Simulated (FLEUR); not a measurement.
Here is a FLEUR MaX-R8.1 (later development tree) calculation.

inp.xml

```xml
<?xml version="1.0" encoding="UTF-8" standalone="no"?>
<fleurInput fleurInputVersion="0.39">
   <comment>
      InP                                                                                                 
   </comment>
   <calculationSetup>
      <cutoffs Kmax="4.85" Gmax="15.0" GmaxXC="15.0" numbands="0"/>
      <scfLoop itmax="60" minDistance="0.00001" maxIterBroyd="15" imix="Anderson" alpha="0.05" precondParam="0.0" spinf="2.0" sdNocoIR="T"/>
      <coreElectrons ctail="T" frcor="F" kcrel="0" coretail_lmax="0"/>
      <xcFunctional name="PBEs" relativisticCorrections="F"/>
      <magnetism jspins="1"/>
      <soc l_soc="F" theta="0.0" phi="0.0" spav="F"/>
      <expertModes spex="0" secvar="F"/>
      <geometryOptimization l_f="F" forcealpha="1.0" forcemix="BFGS" epsdisp="0.00001" epsforce="0.00001"/>
      <ldaU l_linMix="F" mixParam="0.05" spinf="1.0"/>
   </calculationSetup>
   <cell>
      <bzIntegration valenceElectrons="32.0" mode="hist" fermiSmearingEnergy="0.00183747">
         <kPointListSelection listName="default-1"/>
         <!-- k-points included here -->
         <xi:include xmlns:xi="http://www.w3.org/2001/XInclude" href="kpts.xml"> </xi:include>
      </bzIntegration>
      <!-- symmetry operations included here -->
      <xi:include xmlns:xi="http://www.w3.org/2001/XInclude" href="sym.xml"> </xi:include>
      <bulkLattice scale="1.0">
         <bravaisMatrix>
            <row-1>    0.0000000000000000     5.5378424081402997     5.5378424081402997</row-1>
            <row-2>    5.5378424081402997     0.0000000000000000     5.5378424081402997</row-2>
            <row-3>    5.5378424081402997     5.5378424081402997     0.0000000000000000</row-3>
         </bravaisMatrix>
      </bulkLattice>
   </cell>
   <atomSpecies>
      <species name="Indium (In)" element="In" atomicNumber="49">
         <mtSphere radius="2.42" gridPoints="801" logIncrement="0.016"/>
         <atomicCutoffs lmax="10" lnonsphr="8"/>
         <electronConfig flipSpins="F">
            <coreConfig>(1s1/2) (2s1/2) (2p1/2) (2p3/2) (3s1/2) (3p1/2) (3p3/2) (3d3/2) (3d5/2)</coreConfig>
            <valenceConfig>(4s1/2) (4p1/2) (4p3/2) (5s1/2) (4d3/2) (4d5/2) (5p1/2) (5p3/2)</valenceConfig>
            <stateOccupation state="(5p1/2)" spinUp="0.166667" spinDown="0.166667"/>
            <stateOccupation state="(5p3/2)" spinUp="0.333333" spinDown="0.333333"/>
         </electronConfig>
         <energyParameters s="5" p="5" d="4" f="4"/>
         <lo type="SCLO" l="0" n="4" eDeriv="0"/>
         <lo type="SCLO" l="1" n="4" eDeriv="0"/>
         <lo type="SCLO" l="1" n="4" eDeriv="1"/>
         <lo type="SCLO" l="2" n="4" eDeriv="2"/>
         <lo type="SCLO" l="3" n="4" eDeriv="2"/>
      </species>
      <species name="Phosphorous (P)" element="P" atomicNumber="15">
         <mtSphere radius="2.02" gridPoints="669" logIncrement="0.017"/>
         <atomicCutoffs lmax="8" lnonsphr="6"/>
         <electronConfig flipSpins="F">
            <coreConfig>(1s1/2) (2s1/2)</coreConfig>
            <valenceConfig>(2p1/2) (2p3/2) (3s1/2) (3p1/2) (3p3/2)</valenceConfig>
            <stateOccupation state="(3p1/2)" spinUp="0.500000" spinDown="0.500000"/>
            <stateOccupation state="(3p3/2)" spinUp="1.000000" spinDown="1.000000"/>
         </electronConfig>
         <energyParameters s="3" p="3" d="3" f="4"/>
         <lo type="SCLO" l="1" n="2" eDeriv="0"/>
         <lo type="SCLO" l="0" n="3" eDeriv="2"/>
         <lo type="SCLO" l="2" n="3" eDeriv="2"/>
         <lo type="SCLO" l="3" n="4" eDeriv="2"/>
      </species>
   </atomSpecies>
   <atomGroups>
      <atomGroup species="Indium (In)">
         <relPos label="                   1">.0000000000 .0000000000 .0000000000</relPos>
         <force calculate="T" relaxXYZ="TTT"/>
      </atomGroup>
      <atomGroup species="Phosphorous (P)">
         <relPos label="                   2">-1.000/4.000 -1.000/4.000 -1.000/4.000</relPos>
         <force calculate="T" relaxXYZ="TTT"/>
      </atomGroup>
   </atomGroups>
   <output dos="F" band="F" slice="F">
      <checks vchk="F" cdinf="F"/>
      <bandDOS minEnergy="-.5*Htr" maxEnergy="0.5*Htr" sigma="0.015" storeEVData="T"/>
      <vacuumDOS vacdos="F" integ="F" star="F" nstars="0" locx1="0.0" locy1="0.0" locx2="0.0" locy2="0.0" nstm="0" tworkf="0.0"/>
      <unfoldingBand unfoldBand="F" supercellX="1" supercellY="1" supercellZ="1"/>
      <plotting iplot="0" polar="F">
         <plot TwoD="T" vec1="  1.0  0.0  0.0" vec2="  0.0  1.0  0.0" vec3="  0.0  0.0  1.0" zero="  0.0  0.0  0.0" file="plot"/>
      </plotting>
      <chargeDensitySlicing numkpt="0" minEigenval="0.0" maxEigenval="0.0" nnne="0" pallst="F"/>
      <specialOutput eonly="F"/>
      <moessbauerParams electricFieldGradient="T" isomerShift="T" coreHyperfine="T" valenceHyperfine="T"/>
      <magneticCircularDichroism mcd="F" energyLo="-10.0" energyUp="0.0"/>
   </output>
  <!-- We include the file relax.xml here to enable relaxations (see documentation) -->
  <xi:include xmlns:xi="http://www.w3.org/2001/XInclude" href="relax.xml"> <xi:fallback/> </xi:include>
</fleurInput>
```

Contents of crystal.txt:

```
InP
&input cartesian=F /
0.0000000000  2.9305000000  2.9305000000
2.9305000000  0.0000000000  2.9305000000
2.9305000000  2.9305000000  0.0000000000
1.8897261246
1.0 1.0 1.0

2
49 0.0000000000  0.0000000000  0.0000000000
15 0.7500000000  0.7500000000  0.7500000000

&kpt div1=8 div2=8 div3=8 gamma=T /
```

File inp.xml (bands):

```
<?xml version="1.0" encoding="UTF-8" standalone="no"?>
<fleurInput fleurInputVersion="0.39">
   <comment>
      InP                                                                                                 
   </comment>
   <calculationSetup>
      <cutoffs Kmax="4.85" Gmax="15.0" GmaxXC="15.0" numbands="0"/>
      <scfLoop itmax="60" minDistance="0.00001" maxIterBroyd="15" imix="Anderson" alpha="0.05" precondParam="0.0" spinf="2.0" sdNocoIR="T"/>
      <coreElectrons ctail="T" frcor="F" kcrel="0" coretail_lmax="0"/>
      <xcFunctional name="PBEs" relativisticCorrections="F"/>
      <magnetism jspins="1"/>
      <soc l_soc="F" theta="0.0" phi="0.0" spav="F"/>
      <expertModes spex="0" secvar="F"/>
      <geometryOptimization l_f="F" forcealpha="1.0" forcemix="BFGS" epsdisp="0.00001" epsforce="0.00001"/>
      <ldaU l_linMix="F" mixParam="0.05" spinf="1.0"/>
   </calculationSetup>
   <cell>
      <bzIntegration valenceElectrons="32.0" mode="hist" fermiSmearingEnergy="0.00183747">
         <kPointListSelection listName="path-1"/>
         <!-- k-points included here -->
         <xi:include xmlns:xi="http://www.w3.org/2001/XInclude" href="kpts.xml"> </xi:include>
      </bzIntegration>
      <!-- symmetry operations included here -->
      <xi:include xmlns:xi="http://www.w3.org/2001/XInclude" href="sym.xml"> </xi:include>
      <bulkLattice scale="1.0">
         <bravaisMatrix>
            <row-1>    0.0000000000000000     5.5378424081402997     5.5378424081402997</row-1>
            <row-2>    5.5378424081402997     0.0000000000000000     5.5378424081402997</row-2>
            <row-3>    5.5378424081402997     5.5378424081402997     0.0000000000000000</row-3>
         </bravaisMatrix>
      </bulkLattice>
   </cell>
   <atomSpecies>
      <species name="Indium (In)" element="In" atomicNumber="49">
         <mtSphere radius="2.42" gridPoints="801" logIncrement="0.016"/>
         <atomicCutoffs lmax="10" lnonsphr="8"/>
         <electronConfig flipSpins="F">
            <coreConfig>(1s1/2) (2s1/2) (2p1/2) (2p3/2) (3s1/2) (3p1/2) (3p3/2) (3d3/2) (3d5/2)</coreConfig>
            <valenceConfig>(4s1/2) (4p1/2) (4p3/2) (5s1/2) (4d3/2) (4d5/2) (5p1/2) (5p3/2)</valenceConfig>
            <stateOccupation state="(5p1/2)" spinUp="0.166667" spinDown="0.166667"/>
            <stateOccupation state="(5p3/2)" spinUp="0.333333" spinDown="0.333333"/>
         </electronConfig>
         <energyParameters s="5" p="5" d="4" f="4"/>
         <lo type="SCLO" l="0" n="4" eDeriv="0"/>
         <lo type="SCLO" l="1" n="4" eDeriv="0"/>
         <lo type="SCLO" l="1" n="4" eDeriv="1"/>
         <lo type="SCLO" l="2" n="4" eDeriv="2"/>
         <lo type="SCLO" l="3" n="4" eDeriv="2"/>
      </species>
      <species name="Phosphorous (P)" element="P" atomicNumber="15">
         <mtSphere radius="2.02" gridPoints="669" logIncrement="0.017"/>
         <atomicCutoffs lmax="8" lnonsphr="6"/>
         <electronConfig flipSpins="F">
            <coreConfig>(1s1/2) (2s1/2)</coreConfig>
            <valenceConfig>(2p1/2) (2p3/2) (3s1/2) (3p1/2) (3p3/2)</valenceConfig>
            <stateOccupation state="(3p1/2)" spinUp="0.500000" spinDown="0.500000"/>
            <stateOccupation state="(3p3/2)" spinUp="1.000000" spinDown="1.000000"/>
         </electronConfig>
         <energyParameters s="3" p="3" d="3" f="4"/>
         <lo type="SCLO" l="1" n="2" eDeriv="0"/>
         <lo type="SCLO" l="0" n="3" eDeriv="2"/>
         <lo type="SCLO" l="2" n="3" eDeriv="2"/>
         <lo type="SCLO" l="3" n="4" eDeriv="2"/>
      </species>
   </atomSpecies>
   <atomGroups>
      <atomGroup species="Indium (In)">
         <relPos label="                   1">.0000000000 .0000000000 .0000000000</relPos>
         <force calculate="T" relaxXYZ="TTT"/>
      </atomGroup>
      <atomGroup species="Phosphorous (P)">
         <relPos label="                   2">-1.000/4.000 -1.000/4.000 -1.000/4.000</relPos>
         <force calculate="T" relaxXYZ="TTT"/>
      </atomGroup>
   </atomGroups>
   <output dos="F" band="T" slice="F">
      <checks vchk="F" cdinf="F"/>
      <bandDOS minEnergy="-.5*Htr" maxEnergy="0.5*Htr" sigma="0.015" storeEVData="T"/>
      <vacuumDOS vacdos="F" integ="F" star="F" nstars="0" locx1="0.0" locy1="0.0" locx2="0.0" locy2="0.0" nstm="0" tworkf="0.0"/>
      <unfoldingBand unfoldBand="F" supercellX="1" supercellY="1" supercellZ="1"/>
      <plotting iplot="0" polar="F">
         <plot TwoD="T" vec1="  1.0  0.0  0.0" vec2="  0.0  1.0  0.0" vec3="  0.0  0.0  1.0" zero="  0.0  0.0  0.0" file="plot"/>
      </plotting>
      <chargeDensitySlicing numkpt="0" minEigenval="0.0" maxEigenval="0.0" nnne="0" pallst="F"/>
      <specialOutput eonly="F"/>
      <moessbauerParams electricFieldGradient="T" isomerShift="T" coreHyperfine="T" valenceHyperfine="T"/>
      <magneticCircularDichroism mcd="F" energyLo="-10.0" energyUp="0.0"/>
   </output>
  <!-- We include the file relax.xml here to enable relaxations (see documentation) -->
  <xi:include xmlns:xi="http://www.w3.org/2001/XInclude" href="relax.xml"> <xi:fallback/> </xi:include>
</fleurInput>
```

Potentials or basis: all-electron, FLAPW.

The run is started by

```bash
$ inpgen -f crystal.txt -profile fastHighL
$ # inp.xml edited to the form shown
$ fleur_MPI
$ fleur_MPI   # second run, on inp.xml (bands)
```

Problem. Predict the band gap on the k mesh.

Solution. 0.61 eV, direct.

Problem. What does it give for the band gap along the path?

Solution. 0.61 eV, direct.

Levels at the corners of the path, in eV from the valence-band top:
| point | band 14 | band 15 | band 16 | band 17 | band 18 | band 19 |
| --- | --- | --- | --- | --- | --- | --- |
| Γ | 0.00 | 0.00 | 0.00 | 0.61 | 4.01 | 4.01 |
| X | -5.81 | -2.35 | -2.35 | 1.63 | 2.17 | 9.10 |
| W | -5.66 | -3.00 | -2.96 | 4.20 | 4.34 | 5.47 |
| K | -5.67 | -3.36 | -1.96 | 2.25 | 4.32 | 7.42 |
| Γ | 0.00 | 0.00 | 0.00 | 0.61 | 4.01 | 4.01 |
| L | -5.80 | -0.98 | -0.98 | 1.40 | 4.73 | 4.73 |
| U | -5.67 | -3.36 | -1.96 | 2.25 | 4.32 | 7.42 |
| W | -5.66 | -3.00 | -2.96 | 4.20 | 4.34 | 5.47 |
| L | -5.80 | -0.98 | -0.98 | 1.40 | 4.73 | 4.73 |
| K | -5.67 | -3.36 | -1.96 | 2.25 | 4.32 | 7.42 |
| U | -5.67 | -3.36 | -1.96 | 2.25 | 4.32 | 7.42 |
| X | -5.81 | -2.35 | -2.35 | 1.63 | 2.17 | 9.10 |

Caveat: spin-orbit coupling is left out, which moves the levels of the heavy elements.

**Measured values to compare with.**

From a printed reference work, data compilation, for a bulk crystal of InP at 1.6 K: band gap 1.4236 eV (direct).

Against the measured gap of InP, 1.4236 eV (direct; 1.6 K; a printed reference work, data compilation), the calculated 0.61 eV is off by -0.81 eV. Spin-orbit coupling on In is left out. The value is that of PBEsol, without temperature or zero-point motion. Semilocal functionals fall short of measured gaps as a rule.
